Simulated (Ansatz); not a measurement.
# TiCo2: how settings move the results

The task, for TiCo2: see how the level of the exchange-correlation grid moves the results.

Method: DFT r2SCAN, scalar-relativistic, plane waves, PAW, in Ansatz 0.2.0.

2 further runs of the same task are left out: 1 that didn't finish, 1 set aside as unsound or not needed. Runs told in other sessions of the task aren't counted.

## (1) The system as given

It takes space group Fd-3m (No. 227, cubic). Conventional cell: a = 6.704 Å, b = 6.704 Å, c = 6.704 Å, α = 90.00°, β = 90.00°, γ = 90.00°. Ti (site symmetry -43m) is surrounded by 12 Co at 2.78 Å and 4 Ti at 2.90 Å. Around Co (site symmetry -3m) lie 6 Co at 2.37 Å and 6 Ti at 2.78 Å.

As a file:

```cif
data_structure
_symmetry_space_group_name_H-M 'Fd-3m:1'
_symmetry_Int_Tables_number 227
_cell_length_a 6.7040
_cell_length_b 6.7040
_cell_length_c 6.7040
_cell_angle_alpha 90.000
_cell_angle_beta 90.000
_cell_angle_gamma 90.000
_cell_volume 301.30
loop_
_atom_site_label
_atom_site_type_symbol
_atom_site_symmetry_multiplicity
_atom_site_Wyckoff_symbol
_atom_site_fract_x
_atom_site_fract_y
_atom_site_fract_z
_atom_site_occupancy
Ti1 Ti 8 a 0.50000 0.00000 0.50000 1
Co1 Co 16 d 0.12500 0.62500 0.12500 1
```

Source of the structure: the Crystallography Open Database. It is taken as it stands there.

## (2) The base run, which the others are set against

File input.yaml:

```yaml
crystal:
  lattice:
    - [0.0, 3.352, 3.352]
    - [3.352, 0.0, 3.352]
    - [3.352, 3.352, 0.0]
  atoms:
    - { symbol: Ti, position: [0.5, 0.5, 0.5], spin: -0.75 }
    - { symbol: Ti, position: [0.75, 0.75, 0.75], spin: -0.75 }
    - { symbol: Co, position: [0.125, 0.125, 0.125], spin: 1.7 }
    - { symbol: Co, position: [0.625, 0.125, 0.125], spin: 1.7 }
    - { symbol: Co, position: [0.125, 0.125, 0.625], spin: 1.7 }
    - { symbol: Co, position: [0.125, 0.625, 0.125], spin: 1.7 }
basis:
  ecutwfc: 500
kpoints:
  mp_grid: { grid: [10, 10, 10] }
hamiltonian:
  xc: r2scan
scf:
  occupations: { method: gaussian, width: 0.1 }
output:
  forces: true
  stress: true
  eigenvalues: true
  populations: true
  write_density: true
  write_potential: true
  elf: true
  volumetric_format: npy
magnetization:
  spin_polarized: true
```

Its results, from an earlier run: -4256.0563 eV/atom at zero smearing, pressure -1.32 GPa, largest force 0.000 eV/Å, no gap on the mesh, site moments Ti -0.67 (×2), Co +1.55 (×4) μB, in 23 SCF cycles and 2.3 min.

## (3) Level of the exchange-correlation grid: 1

File input.yaml:

```yaml
crystal:
  lattice:
    - [0.0, 3.352, 3.352]
    - [3.352, 0.0, 3.352]
    - [3.352, 3.352, 0.0]
  atoms:
    - { symbol: Ti, position: [0.5, 0.5, 0.5], spin: -0.73 }
    - { symbol: Ti, position: [0.75, 0.75, 0.75], spin: -0.73 }
    - { symbol: Co, position: [0.125, 0.125, 0.125], spin: 1.71 }
    - { symbol: Co, position: [0.625, 0.125, 0.125], spin: 1.71 }
    - { symbol: Co, position: [0.125, 0.125, 0.625], spin: 1.71 }
    - { symbol: Co, position: [0.125, 0.625, 0.125], spin: 1.71 }
basis:
  ecutwfc: 500
  xc_grid: 1
kpoints:
  mp_grid: { grid: [10, 10, 10] }
hamiltonian:
  xc: r2scan
scf:
  occupations: { method: gaussian, width: 0.1 }
output:
  forces: true
  stress: true
  eigenvalues: true
  populations: true
magnetization:
  spin_polarized: true
```

Run with:

```
> ansatz run input.yaml --threads 1 --pin off --max-ram 2560MiB --backend cpu --events-out ev --progress --plain --runs-dir out
```

## (4) Level of the exchange-correlation grid: 2

Changes to input.yaml since step 3:

```diff
@@ -14,3 +14,3 @@
   ecutwfc: 500
-  xc_grid: 1
+  xc_grid: 2
 kpoints:
```

## (5) Level of the exchange-correlation grid: 3

Changes to input.yaml since step 4:

```diff
@@ -14,3 +14,3 @@
   ecutwfc: 500
-  xc_grid: 2
+  xc_grid: 3
 kpoints:
```

## (6) Level of the exchange-correlation grid set to 4

Changes to input.yaml since step 5:

```diff
@@ -14,3 +14,3 @@
   ecutwfc: 500
-  xc_grid: 3
+  xc_grid: 4
 kpoints:
```

(Steps that only read results are left out.)

**Question.** What does this series show?

**Answer**, as computed:

| quantity | value |
| --- | --- |
| level of the exchange-correlation grid: within 10 and 1 meV/atom of 4 from | 1 for 10; 1 for 1 |

Over the range tried, the level of the exchange-correlation grid moves the energy by 0.09 meV/atom at most. The magnetic state reached may not be the lowest one.
